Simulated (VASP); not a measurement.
A run of VASP 6.6.1:

The input INCAR:

```
PREC = Accurate
ENCUT = 600
EDIFF = 1E-6
ISMEAR = -1
SIGMA = 0.05
LREAL = False
LASPH = True
NELM = 60
ALGO = Normal
ISIF = 3
LWAVE = False
LCHARG = False
METAGGA = R2SCAN
LMIXTAU = True
IBRION = 2
NSW = 40
EDIFFG = -0.01
```

Contents of KPOINTS:

```
regular mesh
0
Gamma
  8 8 8
```

The input POSCAR:

```
Sb
1.0
   -1.8713408863      1.8713408863      1.8713408863
    1.8713408863     -1.8713408863      1.8713408863
    1.8713408863      1.8713408863     -1.8713408863
Sb
1
Direct
    0.0000000000      0.0000000000      0.0000000000
```

Potentials or basis: VASP PAW PBE potentials, release 64 (Sb).

The run is started by

```sh
$ cat potpaw_PBE.64/Sb/POTCAR > POTCAR
$ mpirun -np 1 vasp_std > vasp.out
```

Hardware: 1 thread of Intel(R) Xeon(R) Platinum 8488C (Sapphire Rapids) (shared host).

**Question.** Estimate the wall time of this run.

**Answer.** Run time: 57 s on 1 thread of Intel(R) Xeon(R) Platinum 8488C (Sapphire Rapids), with other jobs on the host, peak memory 0.17 GiB. Counts: scf iterations 30, k points 29, ion steps 3.
